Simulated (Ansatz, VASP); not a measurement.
**Pb: VASP beside Ansatz**

Contents of INCAR:

```
PREC = Accurate ; ENCUT = 520
EDIFF = 1E-6 ; ISMEAR = -1
SIGMA = 0.05 ; LREAL = False
LASPH = True ; NELM = 100
ALGO = Normal ; ISIF = 2
LWAVE = False ; LCHARG = False
GGA = CA
```

File KPOINTS:

```
regular mesh
0
Gamma
  9 9 9
```

File POSCAR:

```
Pb
1.0
    0.0000000000      2.4750200000      2.4750200000
    2.4750200000      0.0000000000      2.4750200000
    2.4750200000      2.4750200000      0.0000000000
Pb
1
Direct
    0.0000000000      0.0000000000      0.0000000000
```

The input KPOINTS_OPT:

```
path GXWKGLUWLK,UX
15
line-mode
reciprocal
 0.0000000000  0.0000000000  0.0000000000  G
 0.5000000000  0.0000000000  0.5000000000  X

 0.5000000000  0.0000000000  0.5000000000  X
 0.5000000000  0.2500000000  0.7500000000  W

 0.5000000000  0.2500000000  0.7500000000  W
 0.3750000000  0.3750000000  0.7500000000  K

 0.3750000000  0.3750000000  0.7500000000  K
 0.0000000000  0.0000000000  0.0000000000  G

 0.0000000000  0.0000000000  0.0000000000  G
 0.5000000000  0.5000000000  0.5000000000  L

 0.5000000000  0.5000000000  0.5000000000  L
 0.6250000000  0.2500000000  0.6250000000  U

 0.6250000000  0.2500000000  0.6250000000  U
 0.5000000000  0.2500000000  0.7500000000  W

 0.5000000000  0.2500000000  0.7500000000  W
 0.5000000000  0.5000000000  0.5000000000  L

 0.5000000000  0.5000000000  0.5000000000  L
 0.3750000000  0.3750000000  0.7500000000  K

 0.6250000000  0.2500000000  0.6250000000  U
 0.5000000000  0.0000000000  0.5000000000  X
```

input.yaml

```yaml
crystal:
  lattice:
    - [0.0, 2.47502, 2.47502]
    - [2.47502, 0.0, 2.47502]
    - [2.47502, 2.47502, 0.0]
  atoms:
    - { symbol: Pb, position: [0.0, 0.0, 0.0] }
hamiltonian:
  xc: lda
  pseudopotentials: { kind: paw }
kpoints:
  mp_grid: { grid: [9, 9, 9] }
  band_path:
    path:
      - [[0.0, 0.0, 0.0], [0.5, 0.0, 0.5], [0.5, 0.25, 0.75], [0.375, 0.375, 0.75], [0.0, 0.0, 0.0], [0.5, 0.5, 0.5], [0.625, 0.25, 0.625], [0.5, 0.25, 0.75], [0.5, 0.5, 0.5], [0.375, 0.375, 0.75]]
      - [[0.625, 0.25, 0.625], [0.5, 0.0, 0.5]]
    npoints: 14
scf:
  occupations: { method: fermi_dirac, width: 0.05 }
  n_extra_bands: 6
output:
  forces: true
  stress: true
  eigenvalues: true
  fatbands: true
```

Alike in both runs: task band structure; functional LDA; k mesh 9 × 9 × 9; occupations fermi-dirac, width 0.05 eV; no spin polarisation.

|  | VASP | Ansatz |
| --- | --- | --- |
| version | VASP 6.6.1 | Ansatz 0.2.0 |
| potentials or method | VASP PAW LDA potentials, release 64 (Pb_d) | Ansatz PAW |
| plane-wave cutoff (eV) | 520 | 420 |
| valence electrons in the cell | 14 | 14 |

```tsv
	VASP	Ansatz	Ansatz less VASP
gap on the k mesh at the Fermi level (eV)	none	none	-
pressure (GPa)	-2.1	-2.2	-0.05
```

A gap of «none» marks a metal or a gap that the smearing closes.

Caveats: spin-orbit coupling is left out, which moves the levels of the heavy elements; the PAW data sets come from PBE, with cores solved anew for the run's functional, which leaves a small shift of forces and pressure (Ansatz).
